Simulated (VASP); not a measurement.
Crystal: Ni.

```xyz
1
Lattice="0.0000 1.7376 1.7376 1.7376 0.0000 1.7376 1.7376 1.7376 0.0000" Properties=species:S:1:pos:R:3 pbc="T T T"
Ni    0.0000    0.0000    0.0000
```

| Quantity | Value |
| --- | --- |
| Program | VASP 6.6.1 |
| Task | relaxation of cell and atoms |
| Functional | PBE |
| Dispersion | TS |
| Potentials or basis | VASP PAW PBE potentials, release 64 (Ni) |
| Cutoff | 600 eV |
| k mesh | 13 × 13 × 13 |
| Occupations | fermi-dirac, width 0.05 eV |
| Spin | collinear spin, ferromagnetic start |
| Starting moments | [1.0] μB |

At the start: pressure -11.3 GPa; volume 10.49 Å³/atom.

Where does the relaxation end?

Over 4 steps the energy falls by 16.7 meV/atom and the volume is 10.03 Å³/atom (-4.4 %); space group Fm-3m (No. 225, to 0.05 Å); moment 0.62 μB per cell.

The path:
```tsv
step	energy change (eV)	largest force (eV/Å)	pressure (GPa)	volume (Å³)
1	0.0000	0.0000	-11.26	10.49
2	0.0217	0.0000	21.04	9.41
3	-0.0167	0.0000	-0.50	10.04
4	-0.0167	0.0000	-0.07	10.03
```

Final structure:
```cif
data_structure
_symmetry_space_group_name_H-M 'P 1'
_symmetry_Int_Tables_number 1
_cell_length_a 2.4204
_cell_length_b 2.4204
_cell_length_c 2.4204
_cell_angle_alpha 60.000
_cell_angle_beta 60.000
_cell_angle_gamma 60.000
_cell_volume 10.03
loop_
_atom_site_label
_atom_site_type_symbol
_atom_site_fract_x
_atom_site_fract_y
_atom_site_fract_z
_atom_site_occupancy
Ni1 Ni 0.00000 0.00000 0.00000 1
```

Caveat: atom-pairwise D2, TS and ULG terms overbind metals; pairwise dispersion overbinds metals, which lowers pressure and volume.
